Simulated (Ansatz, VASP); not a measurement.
**Two plane-wave programs on CsBr**

```xyz
2
Lattice="4.2860 0.0000 0.0000 0.0000 4.2860 0.0000 0.0000 0.0000 4.2860" Properties=species:S:1:pos:R:3 pbc="T T T"
Cs    0.0000    0.0000    0.0000
Br    2.1430    2.1430    2.1430
```

Alike in both runs: task single point; functional PBE; k mesh 6 × 6 × 6; occupations gaussian, width 0.05 eV; no spin polarisation.

|  | VASP | Ansatz |
| --- | --- | --- |
| version | VASP 6.6.1 | Ansatz 0.2.0 |
| potentials or method | VASP PAW PBE potentials, release 64 (Cs_sv, Br) | scalar-relativistic, plane waves, PAW |
| plane-wave cutoff (eV) | 520 | 420 |
| valence electrons in the cell | 16 | 16 |

```tsv
	VASP	Ansatz	Ansatz less VASP
gap on the k mesh at the Fermi level (eV)	4.52	4.53	+0.010
least direct gap on the mesh (eV)	4.52	4.53	+0.010
pressure (GPa)	1.1	1.1	-0.06
```

The functional is the same, so the differences come from potentials, cutoffs and numerics.

Caveats: spin-orbit coupling is left out, which moves the levels of the heavy elements. Expect the measured gap to be larger: semilocal functionals such as PBE lack the derivative discontinuity.
